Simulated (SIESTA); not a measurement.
Crystal: NiO.

```
CELL_PARAMETERS angstrom
0.00000 2.08590 2.08590
2.08590 0.00000 2.08590
2.08590 2.08590 0.00000
ATOMIC_POSITIONS crystal
Ni 0.00000 0.00000 0.00000
O 0.50000 0.50000 0.50000
```

Base run:

```yaml
Program: SIESTA 5.4.2
Functional: PBE
Potentials_or_basis: PseudoDojo 0.4 standard (PBE files)
Basis: TZP (energy shift 0.003 Ry; two zetas on semicore shells)
Grid_cutoff: 800 Ry
Energy_shift: 0.003 Ry
k_mesh: 8 × 8 × 8
Occupations: fermi-dirac, width 0.05 eV
Spin: collinear spin, ferromagnetic start
Starting_moments: "[1.0, 0.0] μB"
```

Its results: band gap on the k mesh none (metal or under the smearing width); pressure 6.0 GPa; net moment 1.82 μB per cell; site moments Ni +1.49; O +0.33 μB.

Task: The run is repeated on the same cell with these changes: functional from PBE to PBEsol; potentials or basis from PseudoDojo 0.4 standard (PBE files) to PseudoDojo 0.4 standard (PBEsol files). What comes out?

Result: Band gap on the k mesh none (metal or under the smearing width); pressure -9.8 GPa; net moment 1.16 μB per cell; site moments Ni +0.99; O +0.17 μB.

Caveats: short orbitals over semicore shells can move pressures by several GPa; the basis of atomic orbitals isn't converged, which shifts pressures, moduli and gaps; a cell with one magnetic atom can't hold antiferromagnetic order, which such compounds often take; semilocal functionals often make such compounds metallic where correlation or magnetic order opens a gap, which also shifts bond lengths.
